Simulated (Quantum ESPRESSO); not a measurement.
Runs of Quantum ESPRESSO 7.5 on Cr. It takes space group Cmcm (No. 63, orthorhombic). Conventional cell: a = 2.294 Å, b = 4.934 Å, c = 4.064 Å, α = 90.00°, β = 90.00°, γ = 90.00°. Cr (site symmetry m2m) has 8 Cr at 2.29 to 2.62 Å as nearest neighbours. This isn't the form of Cr at room conditions, which is bcc.

```csv
task,level,potentials or basis,spin,U,k mesh,hubbard projectors,dos occupations,form of the LDA correlation,mesh quality,gap on the mesh (eV),pressure (GPa),moment (μB),largest force (eV/Å)
projected density of states,PBEsol+U,GBRV 1.5 PBEsol,"collinear, antiferromagnetic start",Cr d U = 3 eV,6 × 6 × 3,ortho-atomic,tetrahedra_opt,-,coarse,none,25.6,0.00,(a)
projected density of states,PBEsol+U,GBRV 1.5 PBEsol,"collinear, antiferromagnetic start",Cr d U = 8 eV,6 × 6 × 3,ortho-atomic,tetrahedra_opt,-,coarse,none,116.1,0.00,0.52
projected density of states,PBEsol+U,GBRV 1.5 PBEsol,"collinear, antiferromagnetic start",Cr d U = 4 eV,6 × 6 × 3,ortho-atomic,tetrahedra_opt,-,coarse,none,84.8,0.00,0.46
projected density of states,PBEsol+U,GBRV 1.5 PBEsol,"collinear, antiferromagnetic start",Cr d U = 6 eV,6 × 6 × 3,ortho-atomic,tetrahedra_opt,-,coarse,none,104.5,0.00,0.46
projected density of states,PBEsol+U,GBRV 1.5 PBEsol,"collinear, antiferromagnetic start",Cr d U = 5 eV,6 × 6 × 3,ortho-atomic,tetrahedra_opt,-,coarse,none,97.3,0.00,0.43
projected density of states,PBEsol+U,GBRV 1.5 PBEsol,"collinear, antiferromagnetic start",Cr d U = 2 eV,6 × 6 × 3,ortho-atomic,tetrahedra_opt,-,coarse,none,11.5,0.00,0.11
```

Alike in all rows: cell as given; cutoff (eV) 612; smearing fermi-dirac 0.05 eV.

**Question.** Fill in the values left out.

**Answer.** (a) 0.25.

Caveats: all runs use coarse meshes; the U is typed as a test and isn't derived for this compound; a pressure of tens of GPa on the cell as given is suspect, and the run, the potentials or the cell itself is likely at fault (some runs).

A gap of «none» marks a metal or a gap under the smearing width.

Runs at the PBE level aren't shown here.
